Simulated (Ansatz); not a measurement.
## CdS (Greenockite) under changes of volume

One of the cells (25.121 Å³/atom); the others are scaled copies at fixed shape and fractional positions:

```xyz
4
Lattice="4.1500 0.0000 0.0000 -2.0750 3.5940 0.0000 0.0000 0.0000 6.7370" Properties=species:S:1:pos:R:3 pbc="T T T"
Cd    2.0750    1.1980    3.3685
Cd    0.0000    2.3960    0.0000
S     2.0750    1.1980    5.8949
S     0.0000    2.3960    2.5264
```

| Item | Value |
| --- | --- |
| Program | Ansatz 0.2.0 |
| Functional | PBEsol |
| Potentials or basis | all-electron LAPW, scalar-relativistic |
| Cutoff | 246 eV (chosen from the basis error) |
| Basis error allowed | 0.001 eV/atom |
| k mesh | 7 × 7 × 4 |
| Occupations | fermi-dirac, width 0.05 eV |
| Spin | no spin polarisation |

```tsv
volume (Å³/atom)	energy over the lowest point (meV/atom)	pressure (GPa)	gap on the mesh (eV)	largest force (eV/Å)
23.614	?	?	?	?
24.116	2.84	1.6	1.15	0.074
24.618	0.00	0.2	1.10	0.069
25.121	1.14	-1.0	1.06	0.065
25.623	5.86	-2.0	1.01	0.062
26.126	13.75	-3.0	0.97	0.058
26.628	24.47	-3.8	0.93	0.054
```

**Question.** What does the run at 23.614 Å³/atom give?

**Answer.** Energy over the lowest point 10.16 meV/atom; pressure 3.1 GPa; gap on the mesh 1.19 eV; largest force 0.078 eV/Å.

Worked out: A Birch-Murnaghan fit of order 3 (a polynomial in V^(-2/3)) to the other rows has its minimum at 24.72 Å³/atom with B0 = V·E''(V) = 61 GPa and B' = 4.6 at fixed shape and positions, which overstates the stiffness. It gives 10.16 meV/atom at 23.614 Å³/atom, against the run's 10.16, and -dE/dV = 3.1 GPa, against 3.1. A straight line through the other rows of the gap, of slope -2.22 eV per unit of ln V (its deformation potential), extrapolates to 1.19 eV, against the run's 1.19.

Energies are extrapolated to zero smearing.

Spin-orbit coupling on Cd is left out.
